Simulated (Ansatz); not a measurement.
What DFT gives for Cu

```
CELL_PARAMETERS angstrom
3.82409 -0.01916 -0.00633
-0.01916 3.85272 0.00330
-0.00633 0.00330 3.80811
ATOMIC_POSITIONS crystal
Cu 0.44186 0.03699 0.91760
Cu 0.96901 0.54943 0.99845
Cu 0.01606 0.06942 0.52469
```

Level: r2SCAN, collinear spin; 500 eV; 5×5×5 (shifted by 0.5, 0.5, 0.5 steps) mesh; fermi-dirac occupations (width 0.1 eV); Ansatz 0.2.0, fixed geometry.

The state carries no moments; the state need not be the lowest.

Question: What do density and ELF say about some of the short contacts?

Answer: Cu–Cu at 2.21 Å: least valence density 0.48 e/Å³ and ELF 0.21 there. Both are smooth PAW fields, read partly inside the augmentation spheres.

Question: What happens at the Fermi level?

Answer: It is a metal, with about 1.1 states/eV a cell as the mean within 0.25 eV of the Fermi level, mostly Cu s (51 %) and Cu d (30 %).

Question: Where is the largest force?

Answer: The largest is on Cu1: 1.64 eV/Å, components (1.10, 0.05, 1.21). It makes 173° with the line to a nearest neighbour, Cu3 at 2.21 Å, pointing away from it.

Question: Is the cell too large or too small?

Answer: The pressure is -13.8 GPa (compression positive), so with the atoms held at these fractions the cell would first shrink; the forces are large, so a full relaxation may end otherwise. The principal stresses -17.6, -16.4, -7.5 GPa differ, so its shape would change too.

Origin: a cell with a point defect, so it need not be a known compound. Caveats: the k mesh is coarse if the cell is a metal; atoms or cell far from equilibrium.
